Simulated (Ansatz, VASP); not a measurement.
## Two plane-wave programs on Te

```
Te
1.0
     5.27320    0.00000    0.00000
    -2.63660    4.56672    0.00000
     0.00000    0.00000    6.07963
Te
4
Direct
  0.00000 0.00000 0.25000
  0.00000 0.00000 0.75000
  0.33333 0.66667 0.75000
  0.66667 0.33333 0.25000
```

Alike in both runs: functional r2SCAN; k mesh 6 × 6 × 4; occupations gaussian, width 0.1 eV; no spin polarisation.

Ansatz relaxed the structure, and its values are those at the end. VASP's run is a single point on that final structure, the one shown.

|  | VASP | Ansatz |
| --- | --- | --- |
| version | VASP 6.6.1 | Ansatz 0.2.0 |
| potentials or method | VASP PAW PBE potentials, release 64 (Te) | scalar-relativistic, plane waves, PAW |
| plane-wave cutoff (eV) | 520 | 500 |
| valence electrons in the cell | 24 | 64 |

|  | VASP | Ansatz | Ansatz less VASP |
| --- | --- | --- | --- |
| gap on the k mesh at the Fermi level (eV) | none | none | - |
| pressure (GPa) | 0.0 | 0.0 | +0.03 |

A gap of «none» marks a metal or a gap that the smearing closes. The functional is the same, so the differences come from potentials, cutoffs and numerics. The two sets of potentials don't hold the same shells in valence.

Caveats: the PAW data sets were made with another functional, which shifts forces and pressure a little (VASP). The runs have no spin-orbit coupling, so splittings on Te are missing.
